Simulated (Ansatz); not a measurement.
**TiO2: strain energy, fitted**

TiO2, I4_1/amd, a = 3.797 Å, c = 9.662 Å. The compound has several low-lying forms, and this is one of them. Ansatz: r2SCAN+U, PAW, 500 eV, Γ-centred 6×6×4 mesh on 12 atoms, Gaussian smearing 0.02 eV; U_eff Ti 4.00 eV; no spin polarisation. Series: biaxial strain in the a-b plane, c and atoms relaxed; x is the strain in per cent. y is the free energy over the unstrained cell, V0 = 11.606 Å³/atom.

```
x (%) y (meV/atom)
 -4.5             ?
 -3.0         21.59
 -1.5          5.43
  0.0          0.00
  1.5          5.23
  3.0         20.74
```

Fit y = c2 x² + c3 x³ to the other rows, turn c2 into a modulus, and predict the missing energy.

Least squares on the rows shown. y = 2.3527 x² − 0.015954 x³. In eV per unit strain² c2 is 23.53; M is the biaxial modulus (E = M V0 ε²): 23.53 × 160.2 / (11.606) = 325 GPa. At x = -4.5 the fit asked for gives 49.10 meV/atom. The run gave 48.48 meV/atom, so the fit is 0.62 meV/atom too high, 1.3 % of the span of the series, against an rms of 0.04 meV/atom on the fitted rows. The row lies outside the fitted range. With a term in x⁴ added, a fit to the same known rows predicts 48.49 meV/atom, so most of the miss is curvature that the known rows already hold.